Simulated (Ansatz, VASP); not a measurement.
# One calculation of MoS2, two programs

```
Mo S
1.0
     3.16100    0.00000    0.00000
    -1.58050    2.73751    0.00000
     0.00000    0.00000   12.29500
Mo S
2 4
Direct
  0.33333 0.66667 0.25000
  0.66667 0.33333 0.75000
  0.33333 0.66667 0.62750
  0.66667 0.33333 0.12750
  0.33333 0.66667 0.87250
  0.66667 0.33333 0.37250
```

Alike in both runs: task relaxation of cell and atoms; functional PBE; dispersion D3(BJ); k mesh 12 × 12 × 3; no spin polarisation.

|  | VASP | Ansatz |
| --- | --- | --- |
| version | VASP 6.6.1 | Ansatz 0.2.0 |
| potentials or method | VASP PAW PBE potentials, release 64 (Mo_sv, S) | scalar-relativistic, plane waves, PAW |
| plane-wave cutoff (eV) | 600 | 420 |
| occupations | gaussian, width 0.01 eV | fixed |
| valence electrons in the cell | 52 | 52 |

Ansatz gave:

| Item | Value |
| --- | --- |
| gap on the k mesh at the Fermi level, each at its own relaxed structure (eV) | 0.78 |
| relaxed volume (Å³/atom) | 17.31 |
| relaxed cell length with the largest relative difference (Å) | 3.149 |
| energy change over the relaxation (meV/atom) | -24 |

**Question.** Estimate VASP's values.

**Answer.** gap on the k mesh at the Fermi level, each at its own relaxed structure (eV): 0.80; relaxed volume (Å³/atom): 17.30; relaxed cell length with the largest relative difference (Å): 3.149; energy change over the relaxation (meV/atom): -24.

Caveats: an odd mesh through Γ misses points on the zone boundary, where band edges often lie. PBE gaps usually lie below the measured ones, often by a third to a half.
